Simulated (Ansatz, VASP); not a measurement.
## Two plane-wave programs on As

```
CELL_PARAMETERS angstrom
0.00000 2.87445 2.87445
2.87445 0.00000 2.87445
2.87445 2.87445 0.00000
ATOMIC_POSITIONS crystal
As 0.87500 0.87500 0.87500
As 0.12500 0.12500 0.12500
```

Alike in both runs: task relaxation of cell and atoms; functional PBE; k mesh 13 × 13 × 13; occupations fermi-dirac, width 0.08 eV; no spin polarisation.

|  | VASP | Ansatz |
| --- | --- | --- |
| version | VASP 6.6.1 | Ansatz 0.2.0 |
| potentials or method | VASP PAW PBE potentials, release 64 (As) | PAW with Ansatz's default frozen-core files, scalar-relativistic |
| plane-wave cutoff (eV) | 600 | 420 |
| valence electrons in the cell | 10 | 30 |

```tsv
	VASP	Ansatz	Ansatz less VASP
relaxed volume (Å³/atom)	28.54	28.48	-0.063
relaxed cell length with the largest relative difference (Å)	4.322	4.319	-0.0032
energy change over the relaxation (meV/atom)	-158	-152	+6.0
```

The two sets of potentials don't hold the same shells in valence.

Caveats: the volume moved by over 15 % at a fixed basis, so the end points are rough (VASP).
